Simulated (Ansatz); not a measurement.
**SnTe: how the settings move a single-point run**

How sensitive is a single-point run of SnTe to its settings? A reference run comes first, then four runs with altered input. The cell is built on a prototype (CsCl type) and needn't be the phase found in nature.

Computed with Ansatz 0.2.0 (reference: DFT, PBE, plane waves, PAW, unless a step's input says otherwise).

3 further runs of the same task are left out: 1 for a known fault of the program, 2 that didn't finish.

### Step 1. The starting structure

It takes space group Pm-3m (No. 221, cubic). The conventional cell has a = 3.892 Å, b = 3.892 Å, c = 3.892 Å, α = 90.00°, β = 90.00°, γ = 90.00°. Around Sn (site symmetry m-3m) lie 8 Te at 3.37 Å. Te (site symmetry m-3m) is surrounded by 8 Sn at 3.37 Å.

Coordinates:

```
CELL_PARAMETERS angstrom
3.89182 0.00000 0.00000
0.00000 3.89182 0.00000
0.00000 0.00000 3.89182
ATOMIC_POSITIONS crystal
Sn 0.00000 0.00000 0.00000
Te 0.50000 0.50000 0.50000
```

### Step 2. The reference run

Contents of input.yaml:

```yaml
crystal:
  lattice:
    - [3.8918236295, 0.0, 0.0]
    - [0.0, 3.8918236295, 0.0]
    - [0.0, 0.0, 3.8918236295]
  atoms:
    - { symbol: Sn, position: [0.0, 0.0, 0.0] }
    - { symbol: Te, position: [0.5, 0.5, 0.5] }
kpoints:
  mp_grid: { grid: [4, 4, 4] }
hamiltonian:
  xc: pbe
scf:
  occupations: { method: fermi_dirac, width: 0.02 }
  n_extra_bands: 4
output:
  forces: true
  stress: true
  eigenvalues: true
```

Command:

```bash
> ansatz run input.yaml --threads 4 --pin off --max-ram 3686MiB --backend cpu --events-out ev --progress --plain --runs-dir out
```

### Step 3. Variant: exchange pbe, correlation pbe, coeff 0.75, omega 0.5

Changes to input.yaml since step 2:

```diff
@@ -11,3 +11,3 @@
 hamiltonian:
-  xc: pbe
+  xc: { exchange: pbe, correlation: pbe, exx: { coeff: 0.75, omega: 0.5 } }
 scf:
```

### Step 4. Changed: exchange pbe, correlation pbe, coeff 0.5, omega 0.5

Changes to input.yaml since step 2:

```diff
@@ -11,3 +11,3 @@
 hamiltonian:
-  xc: pbe
+  xc: { exchange: pbe, correlation: pbe, exx: { coeff: 0.5, omega: 0.5 } }
 scf:
```

### Step 5. Changing settings: xc wpbeh

Changes to input.yaml since step 2:

```diff
@@ -11,3 +11,3 @@
 hamiltonian:
-  xc: pbe
+  xc: wpbeh
 scf:
```

### Step 6. Variant: exchange pbe, correlation pbe, coeff 0.05, omega 0.2078

Changes to input.yaml since step 2:

```diff
@@ -11,3 +11,6 @@
 hamiltonian:
-  xc: pbe
+  xc:
+    exchange: pbe
+    correlation: pbe
+    exx: { coeff: 0.05, omega: 0.2078 }
 scf:
```

Before running it: what results should come out? Wanted: for each run, ending; energy change; pressure; gap; force.

The runs gave:

| run | ending | energy change | pressure (GPa) | gap (eV) | force (eV/Å) | cycles | time |
| --- | --- | --- | --- | --- | --- | --- | --- |
| reference | converged | - | -0.1 | 0.00 | 0.00 | 9 | 0.61 s |
| 1: exchange pbe, correlation pbe, coeff 0.75, omega 0.5 | converged | not comparable | -1.1 | 0.00 | 0.00 | 22 | 13 s |
| 2: exchange pbe, correlation pbe, coeff 0.5, omega 0.5 | converged | not comparable | -0.8 | 0.00 | 0.00 | 42 | 13 s |
| 3: xc wpbeh | converged | not comparable | 0.5 | 0.00 | 0.00 | 42 | 13 s |
| 4: exchange pbe, correlation pbe, coeff 0.05, omega 0.2078 | converged | not comparable | -0.3 | 0.00 | 0.00 | 26 | 13 s |

Residual by cycle in the longest SCF loop of each run; runs are numbered as in the table. The quantity is the density residual dr2, in eV.

```csv
cycle,reference,run 1,run 2,run 3,run 4
1,0.0346,0.0397,0.151,7.4e-6,0.0256
3,0.00185,3.8e-5,0.0242,1.6e-8,0.00411
4,0.00233,2.8e-5,0.0185,1.7e-8,0.00698
6,1.1e-4,1.0e-6,0.0174,1.0e-8,1.4e-4
8,5.7e-8,4.0e-8,0.0234,3.4e-8,1.1e-4
9,1.4e-8,6.7e-9,0.0243,6.7e-10,6.5e-6
11,-,-,0.0244,1.0e-8,3.6e-7
12,-,-,0.0248,6.0e-11,2.6e-6
14,-,-,0.0131,-,7.1e-9
16,-,-,4.0e-4,-,-
17,-,-,6.8e-5,-,-
19,-,-,8.5e-6,-,-
```

**Reading.** Semilocal functionals close small gaps, so the missing gap need not be the real solid's.
